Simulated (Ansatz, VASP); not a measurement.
One calculation of W, two programs

```xyz
1
Lattice="2.6466 0.0000 0.0000 0.0000 2.6466 0.0000 0.0000 0.0000 2.6466" Properties=species:S:1:pos:R:3 pbc="T T T"
W     0.0000    0.0000    0.0000
```

Alike in both runs: functional revPBE; k mesh 12 × 12 × 12; occupations fermi-dirac, width 0.1 eV; no spin polarisation.

Ansatz relaxed the structure, and its values are those at the end. VASP's run is a single point on that final structure, the one shown.

```csv
,VASP,Ansatz
version,VASP 6.6.1,Ansatz 0.2.0
potentials or method,"VASP PAW PBE potentials, release 64 (W_sv)","plane waves (420 eV) with PAW, scalar-relativistic"
plane-wave cutoff (eV),520,420
valence electrons in the cell,14,14
```

|  | VASP | Ansatz | Ansatz less VASP |
| --- | --- | --- | --- |
| pressure (GPa) | 0.5 | 0.0 | -0.50 |

The functional is the same, so the differences come from potentials, cutoffs and numerics.

Caveats: the PAW data sets were made with another functional, which shifts forces and pressure a little (VASP). The runs have no spin-orbit coupling, so splittings on W are missing.
